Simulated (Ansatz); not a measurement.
What moves the field gradients of LiNbO3?

Cell of run 1: an entry of the Crystallography Open Database (COD), taken as it stands.

Space group R-3c:H (No. 167); a = 5.1378, c = 13.4987 Å, γ = 120.00°.

| site | Wyckoff | site symmetry | x | y | z |
| --- | --- | --- | --- | --- | --- |
| Li | 6a | 32 | 0.0000 | 0.0000 | 0.2500 |
| Nb | 6b | -3. | 0.0000 | 0.0000 | 0.0000 |
| O | 18e | .2 | 0.0410 | 0.3333 | 0.0833 |

One atom of each set is listed; the run and its k-mesh use a cell of 10 atoms with edges of 5.39, 5.39, 5.39 Å.

Relaxed positions (PBE, cell held):

Li (0.0000, 0.0000, 0.2500)
Nb (0.0000, 0.0000, 0.0000)
O (0.0382, 0.3333, 0.0833)

All runs are DFT with Ansatz 0.2.0 (plane waves and PAW, scalar-relativistic unless spin–orbit coupling is named, Γ-centred meshes, Fermi–Dirac smearing where given) in this cell.

Run 1: PBE, atoms as given; 420 eV, 7×7×7 k-points, smearing 0.02 eV.
Run 2: PBE, atoms relaxed; 420 eV, 7×7×7 k-points, smearing 0.02 eV.
Run 3: r2SCAN, at the relaxed atoms; 500 eV, 7×7×7 k-points, smearing 0.02 eV.
Run 4: PBE with spin–orbit coupling, at the relaxed atoms; 420 eV, 7×7×7 k-points, smearing 0.02 eV.
Run 5: LDA, at the relaxed atoms; 420 eV, 7×7×7 k-points, smearing 0.02 eV.
Run 6: PBEsol, at the relaxed atoms; 420 eV, 7×7×7 k-points, smearing 0.02 eV.

| run | Li V_zz (η) | Nb V_zz (η) | O V_zz (η) |
| --- | --- | --- | --- |
| 1 | 0.27 (0.00) | 0.047 (0.00) | 0.66 (0.68) |
| 2 | ? | ? | ? |
| 3 | 0.27 (0.00) | 0.33 (0.00) | 1.00 (0.45) |
| 4 | 0.27 (0.00) | 0.23 (0.00) | 0.78 (0.65) |
| 5 | 0.27 (0.00) | 0.20 (0.00) | -0.54 (0.65) |
| 6 | 0.26 (0.00) | 0.21 (0.00) | 0.62 (0.98) |

V_zz in 10²¹ V/m².

Question: Estimate the row of run 2.

Answer: Li: 0.27 (0.00); Nb: 0.22 (0.00); O: 0.78 (0.65). It lies nearest to run 4, from whose tensors on these sites it differs by 0.00 at most (largest principal value of the difference). Taken one at a time, the functional (between the two that differ most) moves the tensors on these sites by up to 0.56 (largest principal value of the change, on O), the positions of the atoms (as given or relaxed) by 0.18 (Nb), spin–orbit coupling by 0.00. On some sites the largest principal value moves to another axis from run to run, and the sign of V_zz can flip with it.

This high-symmetry form of LiNbO3 is unstable when cold, to polar shifts of Li and Nb. The symmetry of the cell holds that distortion back, wholly or in part, and it would change the field gradients, the more the larger the distortion. With these PAW files V_zz is typically within 2 to 3 % of all-electron values, but misses above 10 % occur on Li. The cell isn't the equilibrium one in runs 1, 2, 4 (calculated pressure 10, 9, 9 GPa), and the entry's cell may itself be off. Run 1: The values hang on the deposited positions: relaxing the atoms moves V_zz on Nb from 0.047 to 0.22.
